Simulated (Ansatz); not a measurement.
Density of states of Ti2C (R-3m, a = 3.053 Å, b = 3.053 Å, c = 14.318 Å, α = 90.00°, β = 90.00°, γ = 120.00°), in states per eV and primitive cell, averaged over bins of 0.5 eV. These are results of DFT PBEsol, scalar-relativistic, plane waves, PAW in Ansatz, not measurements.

Settings: cutoff 420 eV, Γ-centred mesh 18×18×18 on the computed 3-atom cell, Gaussian smearing of 0.10 eV; no spin polarisation.

The cell is relaxed at this level. The states (both spins) are summed by tetrahedra on a 27×27×27 mesh at the self-consistent density. Energies are bin centres; the table starts no lower than −8 eV and ends at 6 eV, or lower where the solved bands end.

It is a metal at this level.

```tsv
E − E_F (eV)	total	Ti 3d	C 2p	Ti 4s	C 2s
-5.50	0.12	0.02	0.04	0.05	0.00
-5.00	0.94	0.28	0.41	0.19	0.01
-4.50	2.41	0.76	1.13	0.37	0.03
-4.00	0.85	0.29	0.41	0.10	0.01
-3.50	2.09	0.78	1.06	0.16	0.02
-3.00	3.37	1.34	1.86	0.06	0.01
-2.50	2.22	1.08	1.10	0.01	0.00
-2.00	0.02	0.00	0.00	0.01	0.00
-1.50	1.95	1.29	0.14	0.35	0.07
-1.00	3.48	2.60	0.17	0.42	0.06
-0.50	1.88	1.69	0.06	0.06	0.01
0.00	1.90	1.70	0.06	0.07	0.00
0.50	2.45	2.17	0.11	0.08	0.00
1.00	2.20	2.05	0.07	0.02	0.00
1.50	2.34	2.23	0.05	0.02	0.00
2.00	2.46	2.36	0.05	0.02	0.01
2.50	3.59	3.32	0.17	0.02	0.01
3.00	5.11	4.77	0.21	0.06	0.02
```

The columns after the total are the main Löwdin projections on the occupied valence shells of the potentials; 2 others are left out. The rest of the total lies in those, in shells that are empty in the free atom, which aren't projected, and between the atoms.

Whether Ti2C exists in this form wasn't checked.